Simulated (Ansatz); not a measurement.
# Ti: the cost of one run

Computed with Ansatz 0.2.0 (DFT PBE, scalar-relativistic, plane waves, PAW, unless a step's input says otherwise).

## 1. The starting structure

It takes space group P6_3/mmc (No. 194, hexagonal). Conventional cell: a = 3.646 Å, b = 3.646 Å, c = 6.016 Å, α = 90.00°, β = 90.00°, γ = 120.00°. Ti (site symmetry 3m) has 4 Ti at 2.24 to 2.26 Å as nearest neighbours.

As a file:

```
CELL_PARAMETERS angstrom
3.64603 0.00000 0.00000
-1.82302 3.15756 0.00000
0.00000 0.00000 6.01595
ATOMIC_POSITIONS crystal
Ti 0.33333 0.66667 0.43750
Ti 0.66667 0.33333 0.93750
Ti 0.66667 0.33333 0.56250
Ti 0.33333 0.66667 0.06250
```

This is candidate A: lonsdaleite type (P6_3/mmc, No. 194).

(A quick probe on a coarse mesh, which set the mesh and smearing, is not shown.)

## 3. Rough relaxation on the coarse mesh (candidate A)

input.yaml reads:

```yaml
crystal:
  lattice:
    - [3.646033233, 0.0, 0.0]
    - [-1.8230166165, 3.1575574029, 0.0]
    - [0.0, 0.0, 6.0159548345]
  atoms:
    - { symbol: Ti, position: [0.3333333333, 0.6666666667, 0.4375] }
    - { symbol: Ti, position: [0.6666666667, 0.3333333333, 0.9375] }
    - { symbol: Ti, position: [0.6666666667, 0.3333333333, 0.5625] }
    - { symbol: Ti, position: [0.3333333333, 0.6666666667, 0.0625] }
basis:
  ecutwfc: 420
kpoints:
  mp_grid: { grid: [6, 6, 4] }
hamiltonian:
  xc: pbe
scf:
  occupations: { method: gaussian, width: 0.1 }
  lower_state_search: "off"
output:
  forces: true
  stress: true
  eigenvalues: true
relax:
  adjacent_minimum: "off"
  f_tol: 0.04
  max_steps: 70
  cell: { stress_tol: 0.4 }
```

What time and memory should one allow on 1 thread of an x86-64 CPU, shared host?

About 41 s, with a peak of 0.48 GiB.
